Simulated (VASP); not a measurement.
# PbTe: convergence, self-consistent run

PbTe, I4mm (no. 107), 2 atoms in the cell. PBE; PAW potentials Pb_d, Te (PBE set). VASP 6.6.1. The cell is changed on purpose: last atom moved by 0.04 Å along z, cell strained by -1.0% along z.

Wanted: energy within 2 meV/atom.

What the run is for: energy; Accuracy asked: standard.

POSCAR:
```
TePb
1.0
    0.0000000000      3.2310000000      3.1986900000
    3.2310000000      0.0000000000      3.1986900000
    3.2310000000      3.2310000000      0.0000000000
Pb Te
1 1
Direct
    0.0000000000      0.0000000000      0.0000000000
    0.5061900300      0.5061900300      0.4938099700
```

The series start from Plane-wave cutoff (eV): 310; k-point mesh: 6 × 6 × 6; Precision mode (PREC): Accurate; Electronic threshold (eV): 1e-6; Bands in all (NBANDS): 20; Aspherical gradient terms in the spheres (LASPH): yes; Electronic algorithm: ALGO=Normal; Use of symmetry (ISYM): defaults; Delay and inner steps: defaults. Each series keeps the choices made before it, and each single choice may use up half of a tolerance.

## Plane-wave cutoff (eV)

| Plane-wave cutoff (eV) | Energy less reference (meV/atom) | SCF iterations | Time (s) |
|---|---|---|---|
| 190 | 122.5 | 12 | 5.5 |
| 240 | 1.7 | 13 | 7.6 |
| 280 | 1.4 | 12 | 11 |
| 310 | 0.8 | 12 | 11 |
| 360 | 0.8 | 12 | 11 |
| 420 | -0.1 | 12 | 13 |
| 500 | 0.0 | 12 | 23 |
| 620 (reference) | 0.0 | 12 | 30 |

Chosen: 310, the loosest value from which every tighter one stays within half of the tolerance.

## k-point mesh

| k-point mesh | Energy less reference (meV/atom) | SCF iterations | Time (s) |
|---|---|---|---|
| 2 × 2 × 2 | 847.1 | 13 | 3.4 |
| 3 × 3 × 3 | -24.1 | 12 | 3.7 |
| 4 × 4 × 4 | 3.6 | 12 | 5.9 |
| 5 × 5 × 5 | -0.8 | 13 | 7.9 |
| 6 × 6 × 6 | -0.3 | 12 | 11 |
| 8 × 8 × 8 | 0.1 | 12 | 20 |
| 9 × 9 × 9 | -0.2 | 12 | 25 |
| 12 × 12 × 12 (reference) | 0.0 | 12 | 52 |

Chosen: 5 × 5 × 5.

## Precision mode (PREC)

| Precision mode (PREC) | Energy less reference (meV/atom) | SCF iterations | Time (s) |
|---|---|---|---|
| SingleN | -2.9 | 13 | 4.2 |
| Normal | 0.0 | 13 | 4.3 |
| Single | 0.0 | 13 | 7.4 |
| Accurate (reference) | 0.0 | 13 | 7.9 |

Chosen: Normal.

## Electronic threshold (eV)

| Electronic threshold (eV) | Energy less reference (meV/atom) | SCF iterations | Time (s) |
|---|---|---|---|
| 0.001 | 0.0 | 9 | 3.1 |
| 0.0001 | 0.0 | 10 | 3.4 |
| 1e-5 | 0.0 | 11 | 3.9 |
| 1e-6 | 0.0 | 13 | 4.3 |
| 1e-7 | 0.0 | 15 | 5.0 |
| 1e-8 (reference) | 0.0 | 19 | 6.0 |

Chosen: 0.001.

## Bands in all (NBANDS)

| Bands in all (NBANDS) | Energy less reference (meV/atom) | SCF iterations | Time (s) |
|---|---|---|---|
| 11 | 0.0 | 9 | 2.3 |
| 12 | 0.0 | 9 | 2.4 |
| 14 | 0.0 | 9 | 2.6 |
| 16 | 0.0 | 9 | 2.9 |
| 20 | 0.0 | 9 | 3.1 |
| 30 (reference) | 0.0 | 9 | 4.3 |

Chosen: 11.

## Aspherical gradient terms in the spheres (LASPH)

| Aspherical gradient terms in the spheres (LASPH) | Energy less reference (meV/atom) | SCF iterations | Time (s) |
|---|---|---|---|
| no | 0.0 | 9 | 1.6 |
| yes (reference) | 0.0 | 9 | 2.3 |

Chosen: no.

## Electronic algorithm

| Electronic algorithm | Energy less reference (meV/atom) | SCF iterations | Time (s) |
|---|---|---|---|
| ALGO=Normal | 0.0 | 9 | 1.6 |
| ALGO=Fast | 0.0 | 9 | 1.7 |
| ALGO=VeryFast | 333.1 | 16 | 2.3 |
| ALGO=All ISEARCH=1 | 0.1 | 11 | 1.9 |
| ALGO=All ISEARCH=0 | 0.1 | 11 | 2.0 |
| ALGO=Damped TIME=0.4 | 0.1 | 21 | 2.6 |
| ALGO=Damped TIME=0.1 | 0.2 | 31 | 3.5 |
| ALGO=Old Fast | 0.0 | 9 | 1.7 |

Chosen: ALGO=Normal; no other choice that stays within half of the tolerance saves 30 % of the time.

## Use of symmetry (ISYM)

| Use of symmetry (ISYM) | Energy less reference (meV/atom) | SCF iterations | Time (s) |
|---|---|---|---|
| defaults | 0.0 | 9 | 1.6 |
| ISYM=1 | 0.0 | 9 | 1.7 |
| ISYM=0 | 0.0 | 9 | 4.2 |
| ISYM=-1 | 0.0 | 9 | 7.7 |

Chosen: defaults.

## Delay and inner steps

| Delay and inner steps | Energy less reference (meV/atom) | SCF iterations | Time (s) |
|---|---|---|---|
| defaults | 0.0 | 9 | 1.6 |
| NELMDL=-2 | 0.0 | 8 | 1.7 |
| NELMDL=-8 | 0.0 | 12 | 1.9 |
| NELMDL=-12 | 0.0 | 16 | 2.1 |
| NRMM=2 | 0.3 | 12 | 1.9 |
| NRMM=6 | 0.0 | 9 | 1.7 |
| WEIMIN=0.001 | 0.0 | 9 | 1.6 |

Chosen: defaults.

## All choices together

| Input | Energy less reference (meV/atom) | Time (s) |
|---|---|---|
| the program's defaults (naive) | 5.2 | 1.3 |
| chosen settings | -0.1 | 1.6 |
| reference settings throughout | 0.0 | 312 |

The tolerance is met.

## The input

INCAR:
```
GGA = PE
ISMEAR = 0
SIGMA = 0.03
LWAVE = False
LCHARG = False
ISIF = 2
PREC = Normal
LASPH = False
LREAL = False
ALGO = Normal
EDIFF = 0.001
NELM = 120
GGA_COMPAT = False
ENCUT = 310
EFERMI = MIDGAP
NBANDS = 11
```

KPOINTS:
```
Automatic mesh
0
Gamma
  5 5 5
  0 0 0
```

Commands:
```
cat potpaw_PBE.64/Pb_d/POTCAR potpaw_PBE.64/Te/POTCAR > POTCAR
mpirun -np 1 vasp_std > vasp.out
```

The chosen input took VASP 6.6.1 1.6 s on 1 core (AMD EPYC 9R45 (Zen 5)), a shared host.

## An input that fails: tetrahedra on too few k points

VASP's message: IBZKPT: tetrahedron method fails for NKPT<4. NKPT = 1.

k mesh: 6 × 6 × 6 becomes 1 × 1 × 1.

Changes against the starting input:
```
- ISMEAR = 0
- NELM = 120
+ ISMEAR = -5
+ NELM = 94
```
